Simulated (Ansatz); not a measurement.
Crystal: KTaO3.

```xyz
5
Lattice="3.9883 0.0000 0.0000 0.0000 3.9883 0.0000 0.0000 0.0000 3.9883" Properties=species:S:1:pos:R:3 pbc="T T T"
Ta    0.0000    0.0000    0.0000
K     1.9942    1.9942    1.9942
O     0.0000    0.0000    1.9942
O     0.0000    1.9942    0.0000
O     1.9942    0.0000    0.0000
```

Base run:

```yaml
Program: Ansatz 0.2.0
Functional: PBEsol
Potentials_or_basis: Ansatz PAW
Cutoff: "420 eV (not typed: the program's choice for these potentials)"
k_mesh: 5 × 5 × 5
Occupations: fermi-dirac, width 0.05 eV
Spin: spin-orbit coupling, no magnetisation
```

Its results: band gap on the k mesh 2.11 eV, indirect (least direct gap 2.54 eV); pressure -0.7 GPa.

Task: The run is repeated on the same cell with these changes: functional from PBEsol to PBE. What comes out?

Result: Band gap on the k mesh 2.20 eV, indirect (least direct gap 2.63 eV); pressure 5.2 GPa.

PBE binds less tightly than PBEsol, so the same cell stands under more pressure.

Caveats: the k mesh misses the band edges, so the gap on the mesh is wider than the one along the path; the PAW data sets come from PBE, with cores solved anew for the run's functional, which leaves a small shift of forces and pressure (some runs).
